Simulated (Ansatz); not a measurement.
**SiRu under changes of volume**

One of the cells (13.049 Å³/atom); the others are scaled copies at fixed shape and fractional positions:

```
Ru Si
1.0
     4.70860    0.00000    0.00000
     0.00000    4.70860    0.00000
     0.00000    0.00000    4.70860
Ru Si
4 4
Direct
  0.12941 0.12941 0.12941
  0.37059 0.87059 0.62941
  0.62941 0.37059 0.87059
  0.87059 0.62941 0.37059
  0.83758 0.83758 0.83758
  0.66242 0.16242 0.33758
  0.33758 0.66242 0.16242
  0.16242 0.33758 0.66242
```

The cell comes from a database or a generator and needn't be the stable form of this composition.

```yaml
Program: Ansatz 0.2.0
Functional: PBEsol
Potentials_or_basis: Ansatz PAW
Cutoff: "420 eV (not typed: the program's choice for these potentials)"
k_mesh: 6 × 6 × 6
Occupations: fermi-dirac, width 0.05 eV
Spin: no spin polarisation
```

```csv
volume (Å³/atom),energy over the lowest point (meV/atom),pressure (GPa),gap on the mesh (eV),largest force (eV/Å)
12.266,29.37,15.5,0.28,0.499
12.527,9.67,8.8,0.28,0.336
12.788,0.24,2.9,0.27,0.186
13.049,0.00,-2.4,0.27,0.046
13.310,7.97,-7.2,0.26,0.084
13.571,23.27,-11.4,0.26,0.204
13.832,?,?,?,?
```

What does the run at 13.832 Å³/atom give?

Energy over the lowest point 45.11 meV/atom; pressure -15.2 GPa; gap on the mesh 0.25 eV; largest force 0.315 eV/Å.

Worked out: A Birch-Murnaghan fit of order 3 (a polynomial in V^(-2/3)) to the other rows has its minimum at 12.92 Å³/atom with B0 = V·E''(V) = 263 GPa and B' = 4.6 at fixed shape and positions, which overstates the stiffness. It gives 45.13 meV/atom at 13.832 Å³/atom, against the run's 45.11, and -dE/dV = -15.3 GPa, against -15.2. A straight line through the other rows of the gap, of slope -0.226 eV per unit of ln V, extrapolates to 0.25 eV, against the run's 0.25.

Energies are extrapolated to zero smearing.

Caveats: the PAW data sets come from PBE, with cores solved anew for the run's functional, which leaves a small shift of forces and pressure.

A mesh can miss the band edges. Spin-orbit coupling on Ru is left out.
